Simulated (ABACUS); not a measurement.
Crystal: Nb.

```
Nb
1.0
    -1.66395    1.66395    1.66395
     1.66395   -1.66395    1.66395
     1.66395    1.66395   -1.66395
Nb
1
Direct
  0.00000 0.00000 0.00000
```

* Program: ABACUS 3.10.1
* Task: relaxation of cell and atoms
* Functional: SOGGA
* Potentials or basis: SPMS ONCV 1.0 PBE
* Cutoff: 1116 eV
* Density cutoff: 4463 eV
* Basis: plane waves
* k mesh: 9 × 9 × 9
* Occupations: fermi-dirac, width 0.05 eV
* Spin: no spin polarisation

At the start: pressure -9.5 GPa; volume 18.43 Å³/atom.

How do energy, volume and symmetry change on relaxing?

Over 4 steps the energy falls by 32.1 meV/atom and the volume is 17.41 Å³/atom (-5.5 %); space group Im-3m (No. 229, to 0.05 Å).

Step by step:
```
step  energy change (eV)  largest force (eV/Å)  pressure (GPa)  volume (Å³)
   1              0.0000                0.0000           -9.55        18.43
   2              0.1041                0.0000           26.11        15.56
   3             -0.0320                0.0000           -0.31        17.43
   4             -0.0321                0.0000           -0.05        17.41
```

Final structure:
```cif
data_structure
_symmetry_space_group_name_H-M 'P 1'
_symmetry_Int_Tables_number 1
_cell_length_a 2.8278
_cell_length_b 2.8278
_cell_length_c 2.8278
_cell_angle_alpha 109.471
_cell_angle_beta 109.471
_cell_angle_gamma 109.471
_cell_volume 17.41
loop_
_atom_site_label
_atom_site_type_symbol
_atom_site_fract_x
_atom_site_fract_y
_atom_site_fract_z
_atom_site_occupancy
Nb1 Nb 0.00000 0.00000 0.00000 1
```

Caveat: the potentials were made for another functional, which shifts forces and pressure.
